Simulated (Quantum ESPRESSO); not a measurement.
A calculation with Quantum ESPRESSO 7.5 of GaN (native input, structure typed inline):

Contents of pw.in:

```
&CONTROL
  calculation = 'scf'
  prefix = 'pwscf'
  outdir = './tmp'
  pseudo_dir = './pseudo'
  tprnfor = .true.
  tstress = .true.
  disk_io = 'nowf'
/
&SYSTEM
  ibrav = 0
  nat = 2
  ntyp = 2
  ecutwfc = 70
  ecutrho = 560
  nbnd = 15
  occupations = 'smearing'
  smearing = 'fd'
  degauss = 0.00367493
/
&ELECTRONS
  conv_thr = 4d-10
  electron_maxstep = 120
  mixing_beta = 0.5
/
ATOMIC_SPECIES
Ga    69.7230 Ga.pbe-dn-kjpaw_psl.1.0.0.UPF
N     14.0070 N.pbe-n-radius_5.UPF
CELL_PARAMETERS angstrom
   2.9806400000    0.0000000000    0.0000000000
  -1.4903200000    2.5813100000    0.0000000000
   0.0000000000    0.0000000000    2.6833700000
ATOMIC_POSITIONS crystal
Ga     0.6666700000    0.3333300000    0.5000000000
N      0.0000000000    0.0000000000    0.0000000000
K_POINTS automatic
10 10 10 0 0 0
```

Potentials or basis: SSSP 1.3 efficiency PBE.

Launch:

```console
$ OMP_NUM_THREADS=1 pw.x -in pw.in > pw.out
```

The cell was built by a generator and needn't be a form met in nature.

Write the same calculation in another form: ASE script, structure from a P1 CIF.

As run:

Contents of run.py:

```python
import numpy as np
from ase.calculators.espresso import Espresso, EspressoProfile
from ase.io import read

atoms = read('GaN.cif')

input_data = {
    'control': {'calculation': 'scf', 'prefix': 'pwscf', 'outdir': './tmp', 'tprnfor': True, 'tstress': True, 'disk_io': 'nowf'},
    'system': {'ecutwfc': 70.0, 'ecutrho': 560.0, 'nbnd': 15, 'occupations': 'smearing', 'smearing': 'fd', 'degauss': 0.00367493},
    'electrons': {'conv_thr': 4e-10, 'electron_maxstep': 120, 'mixing_beta': 0.5},
}
pseudopotentials = {'N': 'N.pbe-n-radius_5.UPF', 'Ga': 'Ga.pbe-dn-kjpaw_psl.1.0.0.UPF'}
profile = EspressoProfile(command='pw.x', pseudo_dir='pseudo')
dft = Espresso(profile=profile, input_data=input_data, pseudopotentials=pseudopotentials, kpts=(10, 10, 10), koffset=(0, 0, 0))
atoms.calc = dft

print(f'energy {atoms.get_potential_energy():.8f} eV')
print('forces (eV/A)')
print(np.round(atoms.get_forces(), 6))
print('stress (eV/A^3, Voigt)')
print(np.round(atoms.get_stress(), 8))
print(f'Fermi level {dft.get_fermi_level():.4f} eV')
```

GaN.cif

```cif
data_GaN
_cell_length_a 2.98064000
_cell_length_b 2.98064004
_cell_length_c 2.68337000
_cell_angle_alpha 90.00000000
_cell_angle_beta 90.00000000
_cell_angle_gamma 119.99999961
_space_group_name_H-M_alt 'P1'
_space_group_name_Hall 'P 1'
_space_group_IT_number 1
loop_
_space_group_symop_operation_xyz
'x,y,z'
loop_
_atom_site_label
_atom_site_type_symbol
_atom_site_symmetry_multiplicity
_atom_site_Wyckoff_symbol
_atom_site_fract_x
_atom_site_fract_y
_atom_site_fract_z
_atom_site_occupancy
Ga1 Ga 1 a 0.6666700000 0.3333300000 0.5000000000 1
N1 N 1 a 0.0000000000 0.0000000000 0.0000000000 1
```

Potentials or basis: SSSP 1.3 efficiency PBE.

The run is started by

```console
$ OMP_NUM_THREADS=1 python run.py
```

Both were run:

|  | native input, structure typed inline | ASE script, structure from a P1 CIF |
| --- | --- | --- |
| Pressure | -0.3 GPa | -0.3 GPa |
| Band gap on the k mesh | none (metal or under the smearing width) | none (metal or under the smearing width) |

Keys that steer only the numerical path or the files written may differ.
